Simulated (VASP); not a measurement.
Input of a VASP 6.6.1 run:

File INCAR:

```
SYSTEM = HfB
PREC     = Accurate       ! precision mode
ENCUT    = 500            ! plane-wave cutoff, eV
EDIFF    = 1E-7           ! SCF threshold, eV
ISMEAR   = 0              ! smearing method
SIGMA    = 0.02           ! smearing width, eV
LREAL    = .FALSE.        ! projectors in reciprocal space
LASPH    = .TRUE.         ! aspherical terms in the spheres
NELM     = 60             ! most SCF steps
ALGO     = Normal         ! electronic algorithm
ISIF     = 2              ! what is computed and relaxed
LWAVE    = .FALSE.        ! write WAVECAR
LCHARG   = .TRUE.         ! write CHGCAR
GGA      = PE             ! functional
LELF     = .TRUE.         ! ELF
LVHAR    = .TRUE.
```

KPOINTS

```
Automatic mesh
0
G
  5 5 5
  0 0 0
```

File POSCAR:

```
HfB
1.0
    0.0000000000      2.3100000000      2.3100000000
    2.3100000000      0.0000000000      2.3100000000
    2.3100000000      2.3100000000      0.0000000000
Hf B
1 1
Direct
    0.5000000000      0.5000000000      0.5000000000
    0.0000000000      0.0000000000      0.0000000000
```

Potentials or basis: VASP PAW PBE potentials, release 64 (Hf_sv_GW, B_GW).

Run with:

```sh
$ cat potpaw_PBE.64/Hf_sv_GW/POTCAR potpaw_PBE.64/B_GW/POTCAR > POTCAR
$ mpirun -np 1 vasp_std > vasp.out
```

Task: What does it give for the band gap on the k mesh?

Result: None (metal or under the smearing width).

Task: Estimate the pressure.

Result: 31.6 GPa.

Caveat: the k mesh is coarse (spacing up to 0.47 Å⁻¹), so the values aren't converged; a pressure of tens of GPa on the cell as given is suspect, and the run, the potentials or the cell itself is likely at fault. Spin-orbit coupling is left out, which matters for the levels of Hf.
